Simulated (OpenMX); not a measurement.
**Pb in OpenMX: the effect of volume scale**

Pb:

```
CELL_PARAMETERS angstrom
0.00000 2.37177 2.37177
2.37177 0.00000 2.37177
2.37177 2.37177 0.00000
ATOMIC_POSITIONS crystal
Pb 0.00000 0.00000 0.00000
```

Alike in all runs:

* Program: OpenMX 3.8.5
* Task: single point
* Functional: PBE
* Potentials or basis: OpenMX 2013 PBE set, Pb8.0-s3p2d2f1, grid cutoff 500 Ry
* k mesh: 7 × 7 × 7
* Occupations: fermi-dirac, width 0.05 eV
* Spin: no spin polarisation

```tsv
volume scale	pressure (GPa)
0.88	12.9
0.92	9.0
0.96	5.9
1	?
1.04	1.3
1.08	-0.3
```

**Question.** What does the run with volume scale 1 give?

**Answer.** Pressure 3.4 GPa.

Worked out: A parabola through the other rows of the pressure, of slope -58.4 GPa per unit of volume scale there, gives 3.3 GPa, against the run's 3.4.

Caveats: the basis of atomic orbitals isn't converged, which shifts pressures, moduli and gaps.
